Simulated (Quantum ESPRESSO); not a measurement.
## K under changes of volume

One of the cells (78.519 Å³/atom); the others are scaled copies at fixed shape and fractional positions:

```
K
1.0
    -2.69756    2.69756    2.69756
     2.69756   -2.69756    2.69756
     2.69756    2.69756   -2.69756
K
1
Direct
  0.00000 0.00000 0.00000
```

- Program: Quantum ESPRESSO 7.5
- Functional: PBE
- Dispersion: D3(BJ)
- Potentials or basis: PseudoDojo 0.4.1 SR PBE standard
- Cutoff: 1007 eV
- Density cutoff: 4027 eV
- k mesh: 7 × 7 × 7
- Occupations: fermi-dirac, width 0.05 eV
- Spin: no spin polarisation

```csv
volume (Å³/atom),energy over the lowest point (meV/atom),pressure (GPa)
73.807,0.00,-0.3
75.378,2.79,-0.3
76.948,6.18,-0.4
78.519,10.10,-0.4
80.089,?,?
81.659,19.35,-0.5
83.230,24.58,-0.6
```

What does the run at 80.089 Å³/atom give?

Energy over the lowest point 14.51 meV/atom; pressure -0.5 GPa.

Worked out: A Birch-Murnaghan fit of order 3 (a polynomial in V^(-2/3)) to the other rows has no minimum within the range. It gives 14.51 meV/atom at 80.089 Å³/atom, against the run's 14.51, and -dE/dV = -0.5 GPa, against -0.5.

Energies are extrapolated to zero smearing.

Caveats: pairwise dispersion overbinds metals, which lowers pressure and volume.
